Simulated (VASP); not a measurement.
Crystal: CuI (Marshite).

```
CELL_PARAMETERS angstrom
0.00000 3.03150 3.03150
3.03150 0.00000 3.03150
3.03150 3.03150 0.00000
ATOMIC_POSITIONS crystal
Cu 0.25000 0.25000 0.25000
I 0.00000 0.00000 0.00000
```

* Program: VASP 6.6.1
* Task: relaxation of cell and atoms
* Functional: PBEsol
* Potentials or basis: VASP PAW PBE potentials, release 64 (Cu, I)
* Cutoff: 600 eV
* k mesh: 8 × 8 × 8
* Occupations: gaussian, width 0.03 eV
* Spin: no spin polarisation

At the start: pressure -2.5 GPa; volume 27.86 Å³/atom.

**Question.** How do energy, volume and symmetry change on relaxing?

**Answer.** Over 3 steps the energy falls by 13.3 meV/atom and the volume is 26.28 Å³/atom (-5.7 %); space group F-43m (No. 216, to 0.05 Å).

The path:
| step | energy change (eV) | largest force (eV/Å) | pressure (GPa) | volume (Å³) |
| --- | --- | --- | --- | --- |
| 1 | 0.0000 | 0.0000 | -2.46 | 55.72 |
| 2 | -0.0265 | 0.0000 | 0.23 | 52.34 |
| 3 | -0.0266 | 0.0000 | -0.06 | 52.55 |

Final structure:
```yaml
crystal:
  lattice:
    - [0.00000, 2.97300, 2.97300]
    - [2.97300, 0.00000, 2.97300]
    - [2.97300, 2.97300, 0.00000]
  atoms:
    - { symbol: Cu, position: [0.25000, 0.25000, 0.25000] }
    - { symbol: I, position: [0.00000, 0.00000, 0.00000] }
```

Caveat: the PAW data sets were made with another functional, which shifts forces and pressure a little.
